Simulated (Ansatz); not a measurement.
# GaSb (F-43m) in Ansatz: further runs

One crystal, GaSb, is run at these levels: PBE; tasks: single point, equation of state.

Program: Ansatz 0.2.0. These are calculated values, not measurements. Logs are shortened: lines on timing, memory, paths and dates and some standing lists are left out, and cuts for length are marked.

**1. Starting point**

The structure is cubic, space group F-43m (No. 216). Conventional cell: a = 6.118 Å, b = 6.118 Å, c = 6.118 Å, α = 90.00°, β = 90.00°, γ = 90.00°. Sb (site symmetry -43m) has 4 Ga at 2.65 Å as nearest neighbours. Ga (site symmetry -43m) has 4 Sb at 2.65 Å as nearest neighbours.

**2. Single point, PBE, 26.91 Å³/atom (volume scaled by 0.94)**

input.yaml reads:

```yaml
crystal:
  lattice:
    - [0.0, 2.9965539066, 2.9965539066]
    - [2.9965539066, 0.0, 2.9965539066]
    - [2.9965539066, 2.9965539066, 0.0]
  atoms:
    - { symbol: Sb, position: [0.75, 0.75, 0.75] }
    - { symbol: Ga, position: [0.0, 0.0, 0.0] }
hamiltonian:
  xc: pbe
  pseudopotentials: { kind: paw, partial_waves: polarizable }
kpoints:
  mp_grid: { grid: [8, 8, 8] }
scf:
  occupations: { method: fermi_dirac, width: 0.05 }
output:
  forces: true
  stress: true
  eigenvalues: true
```

Potentials or basis: Ansatz PAW polarizable.

Command:

```
> ansatz run input.yaml --threads 2 --pin off --max-ram 5120MiB --backend cpu --events-out ev --progress --plain --runs-dir out
```

Output:

```text
Warning: RAYON_NUM_THREADS=2 ignored (pool sized by the plan → 2); use --threads N
Engine: ansatz 0.2.0, aarch64-unknown-linux-gnu
Pseudopotentials: kind: paw
Pseudopotential: Sb, paw, valence charge 15, recommended cutoff 420 eV (normal), Sb.paw.azcp
Pseudopotential: Ga, paw, valence charge 13, recommended cutoff 420 eV (normal), Ga.paw.azcp
Functional definition: PBE
  parameter kappa = 0.804
  parameter beta = 0.06672455060314922
  exchange = pbe_x(kappa = kappa, mu = beta*pi^2/3)
  correlation = pbe_c(beta = beta)
Crystal: 2 atoms, lattice volume = 53.814 Å³
Basis set: ecut = 420 eV, 1067 PW (Γ), exchange–correlation on 60×60×60 points (8 copies of the dense FFT grid, shifted against one another)
Bands: 18, of which v1, the nominal top of the filled ones, is band 14 counted from 1 (13 counted from 0)
Symmetry: 24 space group operations
Space group: F-43m (ITA 216), of the structure as read, at distance tolerance 3.8e-5 Å
k-points: 29 of 512 (time reversal used)
Non-local potential: Sb, projectors of the file, l = 0: 2, l = 1: 2, l = 2: 2, l = 3: 2
Non-local potential: Ga, projectors of the file, l = 0: 2, l = 1: 2, l = 2: 3, l = 3: 1
PAW form: soft (Blöchl's): semilocal exchange-correlation on the pseudo side does not see the compensation charge
PAW one-centre angular grid: Sb, 590 points (default); XC on 64 Gauss nodes
PAW one-centre angular grid: Ga, 590 points (default); XC on 64 Gauss nodes
Initial density: superposition of atomic densities (neutral atoms: chi_scale 0, normalization atom), corrected by the library's trained network
Initial wavefunctions: pseudopotential atomic-orbital guess
Functional: x = pbe(κ = 0.804, μ = 0.2195149727645171), c = pbe(β = 0.06672455060314922)
Partial waves of Ga: polarizable
Partial waves of Sb: polarizable
SCF iter   1: F=—  HF=-10267.726458 eV  |F-HF|=—  |Δ(HF+E_count)|=         —  Δρ=1.36e-3  dr2=1.30e-3  ethr=1.77e-3  ⟨swp⟩=6.2  Hψ=2721  notcnv=0
preconditioner: auto → none  [insulator: Δε(μ)=0.481 eV  Ē_g=14.855 eV  σ=0.050 eV  W_gap=0.98  n_scr=14 (ndim 8)  ℏωp=21.5 eV  f_vac=0.076  D(μ)=0.00/eV (n_scr^D=0)  ε∞_Penn≈3.1]
SCF iter   2: F=—  HF=-10267.724974 eV  |F-HF|=—  |Δ(HF+E_count)|=   1.48e-3  Δρ=6.94e-4  dr2=2.47e-4  ethr=4.64e-6  ⟨swp⟩=2.1  Hψ=1093  notcnv=0
SCF iter   3: F=—  HF=-10267.724941 eV  |F-HF|=—  |Δ(HF+E_count)|=   3.35e-5  Δρ=2.49e-4  dr2=3.84e-5  ethr=8.81e-7  ⟨swp⟩=2.0  Hψ=783  notcnv=0
SCF iter   4: F=—  HF=-10267.724972 eV  |F-HF|=—  |Δ(HF+E_count)|=   3.12e-5  Δρ=1.30e-4  dr2=9.85e-6  ethr=1.37e-7  ⟨swp⟩=2.0  Hψ=626  notcnv=0
SCF iter   5: F=—  HF=-10267.724981 eV  |F-HF|=—  |Δ(HF+E_count)|=   9.65e-6  Δρ=4.25e-5  dr2=1.04e-6  ethr=3.52e-8  ⟨swp⟩=2.5  Hψ=753  notcnv=0
SCF iter   6: F=-10267.724982 eV  HF=-10267.724982 eV  |F-HF|=2.26e-8  |Δ(HF+E_count)|=   5.90e-7  Δρ=1.18e-5  dr2=4.41e-8  ethr=3.57e-10  ⟨swp⟩=4.1  Hψ=2286  notcnv=0
SCF 1 converged in 6 iterations: F = -10267.724982 eV  dr2 = 4.41e-8
SCF converged after 6 iterations
Free energy (F): -10267.724982 eV
Harris-Foulkes:  -10267.724982 eV  (|F-HF|=2.26e-8)
Internal energy: -10267.724927 eV  (E = F + TS)
E sigma→0 (E₀):  -10267.724954 eV
Entropy (-TS):   -0.000055 eV (-0.028 meV/atom)
Fermi energy:    8.789424 eV
--- Per-component energies (eV) ---
  E_band       = -241.636011
  E_kinetic    = 324.850467
  E_local      = -3830.231079  (includes V_loc(G=0)·N_el)
  E_nonlocal   = 787.369266
  E_hartree    = 1769.196325
  E_xc         = -208.264830
  E_vxc        = -155.255848  (∫ρ·V_xc dr)
  E_paw        = -6564.754296  (= ΣΔE_a)
  E_vpaw       = -906.749557  (= ΣTr[D̂ρ^β])
  E_aug_tail   = -0.000106  (compensation charges beyond the density's cutoff)
  E_ewald      = -2545.890673
  E_smearing   = -0.000055  (= −TS)
  E_closure    = 0.000000  (closes the sum)
  Σ components = -10267.724982   (vs F -10267.724982, Δ=0.00e0)
--- Forces (eV/Å), atoms counted from 1 ---
  atom   1  Sb     0.00000000    -0.00000000    -0.00000000
  atom   2  Ga    -0.00000000     0.00000000     0.00000000
  max |Σ_I F_I| component: 1.27e-17 eV/Å
--- Stress (GPa, compression-positive) ---
        6.259617       0.000000      -0.000000
        0.000000       6.259617       0.000000
       -0.000000       0.000000       6.259617
  P = ⅓ Tr σ = 6.2596 GPa (62.596 kbar)
--- Band table (eV; the first three rows and the last of 29) ---
  k-point 0: bands = ["-20.3249", "-20.3249", "-20.3249", "-20.2999", "-20.2999", "-6.5879", "-6.5879", "-6.5879", "-6.5281", "-6.5281", "-3.3825", "8.5431", "8.5431", "8.5431", "9.0269", "11.3101", "11.3101", "11.3101"]
  k-point 1: bands = ["-20.3248", "-20.3243", "-20.3243", "-20.2998", "-20.2998", "-6.5936", "-6.5855", "-6.5855", "-6.5285", "-6.5285", "-3.2096", "6.5704", "8.2622", "8.2622", "9.8116", "11.6875", "11.6875", "12.1026"]
  k-point 2: bands = ["-20.3245", "-20.3230", "-20.3230", "-20.2994", "-20.2994", "-6.6070", "-6.5802", "-6.5802", "-6.5290", "-6.5290", "-2.7154", "4.4043", "7.7743", "7.7743", "9.5086", "12.2289", "12.2289", "14.0299"]
  k-point 28: bands = ["-20.3240", "-20.3220", "-20.3171", "-20.3006", "-20.2973", "-6.6388", "-6.5644", "-6.5594", "-6.5355", "-6.5297", "-0.6212", "1.6070", "4.9042", "5.1340", "12.4573", "12.8995", "13.1090", "13.3038"]
```

It took 1.6 s on 2 threads of Arm Neoverse V2, shared host; peak memory 0.38 GiB.

What came out:

```
Free energy            : -10267.7250 eV
Pressure               : 6.3 GPa
Band gap on the k mesh : 0.48 eV, direct
```

Caveat: spin-orbit coupling is left out, which moves the levels of the heavy elements.

**3. Single point, PBE, 27.48 Å³/atom (volume scaled by 0.96)**

input.yaml, as its differences from that of step 2:

```diff
@@ -2,5 +2,5 @@
   lattice:
-    - [0.0, 2.9965539066, 2.9965539066]
-    - [2.9965539066, 0.0, 2.9965539066]
-    - [2.9965539066, 2.9965539066, 0.0]
+    - [0.0, 3.0176570942, 3.0176570942]
+    - [3.0176570942, 0.0, 3.0176570942]
+    - [3.0176570942, 3.0176570942, 0.0]
   atoms:
```

Potentials or basis: Ansatz PAW polarizable.

Command:

```
> ansatz run input.yaml --threads 2 --pin off --max-ram 5120MiB --backend cpu --events-out ev --progress --plain --runs-dir out
```

It took 1.6 s on 2 threads of Arm Neoverse V2, shared host; peak memory 0.39 GiB.

It converged, with:

```
Free energy            : -10267.7644 eV
Pressure               : 4.8 GPa
Band gap on the k mesh : 0.33 eV, direct
```

Caveat: spin-orbit coupling is left out, which moves the levels of the heavy elements.

**4. Single point, PBE, 28.05 Å³/atom (volume scaled by 0.98)**

input.yaml, as its differences from that of step 3:

```diff
@@ -2,5 +2,5 @@
   lattice:
-    - [0.0, 3.0176570942, 3.0176570942]
-    - [3.0176570942, 0.0, 3.0176570942]
-    - [3.0176570942, 3.0176570942, 0.0]
+    - [0.0, 3.0384691801, 3.0384691801]
+    - [3.0384691801, 0.0, 3.0384691801]
+    - [3.0384691801, 3.0384691801, 0.0]
   atoms:
@@ -19 +19,5 @@
   eigenvalues: true
+  write_density: true
+  write_potential: true
+  elf: true
+  volumetric_format: npy
```

Command:

```
> ansatz run input.yaml --threads 2 --pin off --max-ram 5120MiB --backend cpu --events-out ev --progress --plain --runs-dir out
```

Run time: 2.2 s. Hardware: 2 threads of Arm Neoverse V2, shared host; peak memory 0.39 GiB.

The run converged. Its results:

```yaml
Free_energy: -10267.7938 eV
Pressure: 3.5 GPa
Band_gap_on_the_k_mesh: 0.18 eV, direct
```

Caveat: spin-orbit coupling is left out, which moves the levels of the heavy elements.

**5. Single point, PBE, 28.62 Å³/atom**

input.yaml, as its differences from that of step 4:

```diff
@@ -2,5 +2,5 @@
   lattice:
-    - [0.0, 3.0384691801, 3.0384691801]
-    - [3.0384691801, 0.0, 3.0384691801]
-    - [3.0384691801, 3.0384691801, 0.0]
+    - [0.0, 3.059, 3.059]
+    - [3.059, 0.0, 3.059]
+    - [3.059, 3.059, 0.0]
   atoms:
```

Command:

```
> ansatz run input.yaml --threads 2 --pin off --max-ram 5120MiB --backend cpu --events-out ev --progress --plain --runs-dir out
```

It took 2.2 s on 2 threads of Arm Neoverse V2, shared host; peak memory 0.39 GiB.

It converged, with:

```yaml
Free_energy: -10267.8145 eV
Pressure: 2.3 GPa
Band_gap_on_the_k_mesh: none (metal or under the smearing width)
```

**6. Single point, PBE, 29.20 Å³/atom (volume scaled by 1.02)**

input.yaml, as its differences from that of step 5:

```diff
@@ -2,5 +2,5 @@
   lattice:
-    - [0.0, 3.059, 3.059]
-    - [3.059, 0.0, 3.059]
-    - [3.059, 3.059, 0.0]
+    - [0.0, 3.0792588685, 3.0792588685]
+    - [3.0792588685, 0.0, 3.0792588685]
+    - [3.0792588685, 3.0792588685, 0.0]
   atoms:
@@ -19,5 +19 @@
   eigenvalues: true
-  write_density: true
-  write_potential: true
-  elf: true
-  volumetric_format: npy
```

Potentials or basis: Ansatz PAW polarizable.

Command:

```
> ansatz run input.yaml --threads 2 --pin off --max-ram 5120MiB --backend cpu --events-out ev --progress --plain --runs-dir out
```

Run time: 1.6 s. Hardware: 2 threads of Arm Neoverse V2, shared host; peak memory 0.39 GiB.

Results (log left out):

- Free energy: -10267.8275 eV
- Pressure: 1.3 GPa
- Band gap on the k mesh: none (metal or under the smearing width)

**7. Single point, PBE, 29.77 Å³/atom (volume scaled by 1.04)**

input.yaml, as its differences from that of step 6:

```diff
@@ -2,5 +2,5 @@
   lattice:
-    - [0.0, 3.0792588685, 3.0792588685]
-    - [3.0792588685, 0.0, 3.0792588685]
-    - [3.0792588685, 3.0792588685, 0.0]
+    - [0.0, 3.0992546163, 3.0992546163]
+    - [3.0992546163, 0.0, 3.0992546163]
+    - [3.0992546163, 3.0992546163, 0.0]
   atoms:
@@ -19 +19,5 @@
   eigenvalues: true
+  write_density: true
+  write_potential: true
+  elf: true
+  volumetric_format: npy
```

Command:

```
> ansatz run input.yaml --threads 2 --pin off --max-ram 5120MiB --backend cpu --events-out ev --progress --plain --runs-dir out
```

Run time: 2.3 s. Hardware: 2 threads of Arm Neoverse V2, shared host; peak memory 0.4 GiB.

Results (log left out):

```
Free energy            : -10267.8333 eV
Pressure               : 0.4 GPa
Band gap on the k mesh : none (metal or under the smearing width)
```

**8. Single point, PBE, 30.34 Å³/atom (volume scaled by 1.06)**

input.yaml reads:

```yaml
crystal:
  lattice:
    - [0.0, 3.1189956238, 3.1189956238]
    - [3.1189956238, 0.0, 3.1189956238]
    - [3.1189956238, 3.1189956238, 0.0]
  atoms:
    - { symbol: Sb, position: [0.75, 0.75, 0.75] }
    - { symbol: Ga, position: [0.0, 0.0, 0.0] }
hamiltonian:
  xc: pbe
  pseudopotentials: { kind: paw, partial_waves: polarizable }
kpoints:
  mp_grid: { grid: [8, 8, 8] }
scf:
  occupations: { method: fermi_dirac, width: 0.05 }
output:
  forces: true
  stress: true
  eigenvalues: true
```

Command:

```
> ansatz run input.yaml --threads 2 --pin off --max-ram 5120MiB --backend cpu --events-out ev --progress --plain --runs-dir out
```

Wall time 1.8 s (2 threads of Arm Neoverse V2, shared host); peak memory 0.39 GiB.

Results (log left out):

```
Free energy            : -10267.8328 eV
Pressure               : -0.5 GPa
Band gap on the k mesh : none (metal or under the smearing width)
```

**9. Equation of state, PBE**

Potentials or basis: Ansatz PAW polarizable.

This step only gathers the single runs of the series.

What came out:

- Equilibrium volume: 30.01 Å³/atom
- Bulk modulus: 44 GPa
- Pressure derivative of the bulk modulus: 4.7 (rough: it moves with the points fitted)

Energy against volume, from the lowest point:
```
volume (Å³/atom)  energy (meV/atom)
          26.907              54.18
          27.480              34.48
          28.052              19.75
          28.625               9.40
          29.197               2.93
          29.770               0.00
          30.342               0.28
```
